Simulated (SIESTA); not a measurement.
# ZnS (Wurtzite-6H): band structure with LDA

**The experiment to reproduce.**

A printed reference work, monograph reports, for a bulk crystal of ZnS at 4 K: band gap 3.911 eV (direct).

Crystal: ZnS (Wurtzite-6H).

```xyz
12
Lattice="3.8120 0.0000 0.0000 -1.9060 3.3013 0.0000 0.0000 0.0000 18.6900" Properties=species:S:1:pos:R:3 pbc="T T T"
Zn    0.0000    2.2009   15.5749
Zn    1.9060    1.1004    6.2299
Zn    1.9060    1.1004   12.4601
Zn    0.0000    2.2009    3.1151
Zn    0.0000    0.0000    9.3450
Zn    0.0000    0.0000    0.0000
S     0.0000    2.2009   17.9112
S     1.9060    1.1004    8.5662
S     1.9060    1.1004   14.7963
S     0.0000    2.2009    5.4513
S     0.0000    0.0000   11.6812
S     0.0000    0.0000    2.3362
```

```
Program             : SIESTA 5.4.2
Task                : band structure
Functional          : LDA
Potentials or basis : PseudoDojo 0.4 standard (LDA files)
Basis               : DZP (energy shift 0.002 Ry)
Grid cutoff         : 800 Ry
Energy shift        : 0.002 Ry
k mesh              : 8 × 8 × 2
Occupations         : fermi-dirac, width 0.05 eV
Spin                : no spin polarisation
```

```
Pressure                : -2.1 GPa
Largest force           : 0.038 eV/Å
Band gap on the k mesh  : 2.59 eV, direct
Band gap along the path : 2.59 eV, direct
```

Forces on the atoms (eV/Å):
```
Zn   0.000  0.000  0.008
Zn   0.000  0.000  0.008
Zn   0.000  0.000 -0.020
Zn   0.000  0.000 -0.020
Zn   0.000  0.000 -0.011
Zn   0.000  0.000 -0.011
S    0.000  0.000 -0.010
S    0.000  0.000 -0.010
S    0.000  0.000 -0.005
S    0.000  0.000 -0.005
S    0.000  0.000  0.038
S    0.000  0.000  0.038
```

Levels at the corners of the path, in eV from the valence-band top:
```tsv
point	band 74	band 75	band 76	band 77	band 78	band 79	band 80	band 81	band 82	band 83
Γ	-0.24	-0.24	-0.02	0.00	0.00	2.59	3.57	3.66	3.68	3.82
M	-1.47	-1.23	-1.23	-1.07	-0.85	3.65	3.72	3.86	4.15	4.26
K	-2.00	-1.86	-1.50	-1.44	-1.44	4.64	4.64	4.67	5.66	5.87
Γ	-0.24	-0.24	-0.02	0.00	0.00	2.59	3.57	3.66	3.68	3.82
A	-0.46	-0.07	-0.07	-0.07	-0.07	3.07	3.07	3.62	3.62	3.92
L	-1.57	-1.19	-1.19	-0.96	-0.96	3.56	3.56	4.12	4.12	4.39
H	-1.87	-1.66	-1.66	-1.51	-1.51	4.84	4.84	5.02	5.02	5.24
A	-0.46	-0.07	-0.07	-0.07	-0.07	3.07	3.07	3.62	3.62	3.92
L	-1.57	-1.19	-1.19	-0.96	-0.96	3.56	3.56	4.12	4.12	4.39
M	-1.47	-1.23	-1.23	-1.07	-0.85	3.65	3.72	3.86	4.15	4.26
K	-2.00	-1.86	-1.50	-1.44	-1.44	4.64	4.64	4.67	5.66	5.87
H	-1.87	-1.66	-1.66	-1.51	-1.51	4.84	4.84	5.02	5.02	5.24
```

Wall time 110 s on 1 thread of AMD EPYC 7R13 Processor (Zen 3), on a shared host, peak memory 0.73 GiB.

Measured gap of ZnS: 3.911 eV (direct; 4 K; a printed reference work, monograph). This calculation gives 2.59 eV (-1.32 eV). The value is that of LDA in an atomic basis (PseudoDojo 0.4 standard (LDA files), DZP (energy shift 0.002 Ry)), whose error adds to the functional's,, without temperature or zero-point motion. Semilocal functionals fall short of measured gaps as a rule.

Caveat: semicore shells carry a single zeta, which can move pressures by several GPa and volumes by a few percent; the valence orbitals were made in a potential fitted to the semicore shell under them, which widens gaps by tenths of an eV or more; the cell's inner coordinates are idealised or old, which leaves forces on the atoms; the basis of atomic orbitals isn't converged, which shifts pressures, moduli and gaps.
